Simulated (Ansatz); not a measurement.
## Notes on a calculation: Lu (bcc)

Method: HSE06, scalar-relativistic; no spin polarisation; PAW, 420 eV, Γ-centred 8×8×8 mesh, 0.05 eV Gaussian smearing; code Ansatz; PAW files: Ansatz's generated set soft_2.

At room temperature and ambient pressure Lu is hcp.

The start:

```
CELL_PARAMETERS angstrom
-1.95043 1.95043 1.95043
1.95043 -1.95043 1.95043
1.95043 1.95043 -1.95043
ATOMIC_POSITIONS crystal
Lu 0.00000 0.00000 0.00000
```

The runs in order:

| run | level | k-mesh | kind | V (Å³/atom) | P (GPa) | E − E(final) (meV/atom) | gap on the mesh (eV) |
| --- | --- | --- | --- | --- | --- | --- | --- |
| 1 | PBE | 8×8×8 | fixed cell | 29.68 | -0.3 | – | metal |
| 2 | HSE06 | 8×8×8 | fixed cell | 29.68 | 2.4 | 13.0 | metal |
| 3 | HSE06 | 8×8×8 | fixed cell | 30.15 | 1.7 | 7.4 | metal |
| 4 | HSE06 | 8×8×8 | fixed cell | 31.53 | 0.1 | 0.0 | metal |

The volume is at zero pressure for this level.

The final structure (symmetry read at 0.01 Å). The structure is cubic, space group Im-3m (No. 229). Conventional cell: a = 3.980 Å, b = 3.980 Å, c = 3.980 Å, α = 90.00°, β = 90.00°, γ = 90.00°. Around Lu (site symmetry m-3m) lie 8 Lu at 3.45 Å. (Neighbours are counted to 15 % beyond the shortest distance.)

```json
{"atom": "Lu", "site": "2a", "symmetry": "m-3m", "x": "0.0000", "y": "0.0000", "z": "0.0000"}
```

At the final geometry the gap, band path included, is zero (metallic). The runs in the table took roughly 2.4 core-minutes.

**Reading the result.**

The calculation's cell holds 25 valence electrons, an odd number. Without magnetic order each band takes two, so one stays part-filled and the crystal must be a metal. (Only strong correlation, outside this picture, could make a Mott insulator of it.)

Spin–orbit coupling, which matters for such heavy elements, is left out. Pressures of hybrids are less tightly converged. For a metal under a hybrid functional this mesh is coarse.
